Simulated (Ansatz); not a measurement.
## GeSe: field gradients against cell size

Reference cell: a structure deposited in the COD whose atoms were relaxed with PBE, the cell held.

Space group Pnma (No. 62); a = 10.8200, b = 3.8500, c = 4.4000 Å.

```csv
site,Wyckoff,site symmetry,x,y,z
Ge,4c,.m.,0.1201,0.2500,0.1156
Se,4c,.m.,0.8547,0.2500,0.4941
```

One atom of each set is listed.

Computed with Ansatz: DFT, PBE, plane waves and PAW, scalar-relativistic, 420 eV cutoff, Γ-centred 4×11×10 k-points, Fermi–Dirac smearing 0.02 eV.

The cell is scaled uniformly, and the ions relax again at each size.

```tsv
V/V₀	Ge V_zz (η)	Se V_zz (η)
0.94	-6.00 (0.43)	-7.71 (0.15)
0.96	-6.00 (0.35)	-8.02 (0.11)
0.98	-6.00 (0.33)	-8.42 (0.07)
1.00	?	?
1.02	-6.03 (0.25)	-9.16 (0.01)
1.04	-6.21 (0.18)	-9.57 (0.00)
1.06	-6.20 (0.17)	-9.98 (0.03)
```

Problem. Fill in the row for V/V₀ = 1.00 (V_zz in 10²¹ V/m²).

Solution. Ge: -6.02 (0.27), Se: -8.74 (0.04). Worked for Se: a power law through the other 6 rows, |V_zz| = 8.79 × (V/V₀)^2.16, gives 8.79 at V/V₀ = 1.00, against 8.74 from the run (+0.5 %). Logarithmic slopes d ln|V_zz|/d ln V over the series, for the sites that change steadily: Se 2.2. Point charges on a uniformly scaled lattice would give −1; atoms that shift within the cell as it changes, and charge that moves in the bonds, make the difference.

On Ge the rows don't lie on one smooth curve; each relaxation stops at forces of about 0.02 eV/Å, which can cause such scatter.

No dispersion correction is included, which matters between the layers of this solid.
